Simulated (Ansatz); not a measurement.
## Ga under changes of volume

One of the cells (18.191 Å³/atom); the others are scaled copies at fixed shape and fractional positions:

```xyz
2
Lattice="2.7784 0.0000 0.0000 0.0000 3.2816 0.0000 -1.3434 0.0000 3.9903" Properties=species:S:1:pos:R:3 pbc="T T T"
Ga   -0.6607    2.4612    3.0732
Ga    2.0957    0.8204    0.9171
```

This isn't the form of Ga at room conditions, which is orthorhombic.

| Property | Result |
| --- | --- |
| Program | Ansatz 0.2.0 |
| Functional | PBEsol |
| Potentials or basis | all-electron LAPW, scalar-relativistic |
| Cutoff | 251 eV (chosen from the basis error) |
| Basis error allowed | 0.001 eV/atom |
| k mesh | 10 × 8 × 7 |
| Occupations | fermi-dirac, width 0.05 eV |
| Spin | no spin polarisation |

```csv
volume (Å³/atom),energy over the lowest point (meV/atom),pressure (GPa),largest force (eV/Å)
17.100,9.15,3.5,0.096
17.463,?,?,?
17.827,0.00,0.6,0.079
18.191,0.08,-0.6,0.072
18.555,2.74,-1.7,0.064
18.919,7.71,-2.7,0.056
19.283,14.82,-3.6,0.049
```

Q: What does the run at 17.463 Å³/atom give?

A: Energy over the lowest point 2.92 meV/atom; pressure 2.0 GPa; largest force 0.087 eV/Å.

Worked out: A Birch-Murnaghan fit of order 3 (a polynomial in V^(-2/3)) to the other rows has its minimum at 18.00 Å³/atom with B0 = V·E''(V) = 61 GPa and B' = 4.8 at fixed shape and positions, which overstates the stiffness. It gives 2.93 meV/atom at 17.463 Å³/atom, against the run's 2.92, and -dE/dV = 2.0 GPa, against 2.0.

Energies are extrapolated to zero smearing.
